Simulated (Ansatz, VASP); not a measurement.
## H20CO9 in VASP and in Ansatz

```xyz
30
Lattice="6.7460 0.0000 0.0000 0.0000 6.7460 0.0000 0.0000 0.0000 6.7460" Properties=species:S:1:pos:R:3 pbc="T T T"
O     4.5218    7.3533    0.6305
O     2.1667    3.1512    6.0329
O     6.9509    2.1882    3.7107
O     1.3244    6.4874    3.9916
O     1.8991    0.4216    6.7026
O     5.2499    3.1186    1.6393
O    -0.5110    5.3244    0.1875
O     4.5876    1.9813    5.1171
O     3.4771    4.7219    3.1199
H     3.5713    7.0865    0.5007
H     5.1100    6.5468    0.5497
H     3.0733    2.9657    5.6826
H     1.6092    3.2265    5.2316
H     6.5271    2.5259    2.8852
H     6.1701    2.1221    4.3197
H     0.9297    7.3804    3.7472
H     0.5519    5.9173    4.1401
H     1.8474    1.4086    6.6141
H     1.7792    0.1174    5.7708
H     4.4644    3.5792    2.0178
H     4.9410    2.2449    1.2933
H    -0.7133    4.4723    0.6486
H     0.3757    5.6227    0.4664
H     4.0919    1.4405    4.4800
H     4.6373    1.4056    5.9462
H     5.3363    4.6470    3.9646
H     2.6876    5.3066    3.1509
H     4.7956    6.2990    3.5316
H     4.1238    5.4530    4.9820
C     4.4734    5.3269    3.9452
```

Alike in both runs: functional PBE; dispersion D3(BJ); k mesh 1 × 1 × 1; occupations fermi-dirac, width 0.02 eV; no spin polarisation.

Ansatz relaxed the structure, and its values are those at the end. VASP's run is a single point on that final structure, the one shown.

|  | VASP | Ansatz |
| --- | --- | --- |
| version | VASP 6.6.1 | Ansatz 0.2.0 |
| potentials or method | VASP PAW PBE potentials, release 64 (O, H, C) | scalar-relativistic, plane waves, PAW |
| plane-wave cutoff (eV) | 520 | 420 |
| valence electrons in the cell | 78 | 78 |

VASP gave:

* gap on the k mesh at the Fermi level (eV): 4.64
* rms of the force components (eV/Å): 0.053
* dispersion energy (meV/atom): -33.7

Task: Which values does Ansatz return?

Result: gap on the k mesh at the Fermi level (eV): 4.64; rms of the force components (eV/Å): 0.050; dispersion energy (meV/atom): -33.7.

With one functional, cell and mesh, what is left measures potentials, basis and numerics. Ansatz warned: «xc_potential_rough_in_thin_density».
